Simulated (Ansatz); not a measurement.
Crystal: HgSe.

```
Hg Se
1.0
     0.00000    3.03900    3.03900
     3.03900    0.00000    3.03900
     3.03900    3.03900    0.00000
Hg Se
1 1
Cartesian
  0.0000 0.0000 0.0000
  4.5585 4.5585 4.5585
```

Base run:

| Item | Value |
| --- | --- |
| Program | Ansatz 0.2.0 |
| Functional | PBE |
| Potentials or basis | all-electron LAPW, scalar-relativistic |
| Cutoff | 256 eV (chosen from the basis error) |
| Basis error allowed | 0.002 eV/atom |
| k mesh | 5 × 5 × 5 |
| Occupations | fermi-dirac, width 0.02 eV |
| Spin | no spin polarisation |

Its results: band gap on the k mesh none (metal or under the smearing width); pressure 4.9 GPa.

Problem. After a change of settings the same cell gave: band gap on the k mesh none (metal or under the smearing width); pressure 5.9 GPa. Which change was it?
A. k mesh from 5 × 5 × 5 to 6 × 6 × 6; occupations from fermi-dirac, width 0.02 eV to fermi-dirac, width 0.04 eV
B. k mesh from 5 × 5 × 5 to 3 × 3 × 3; occupations from fermi-dirac, width 0.02 eV to fermi-dirac, width 0.03 eV
C. k mesh from 5 × 5 × 5 to 6 × 6 × 6

Solution. B.

Caveats: some runs use coarse meshes; the k mesh is thin for a metal, which can move the energy by tens of meV per atom (some runs).
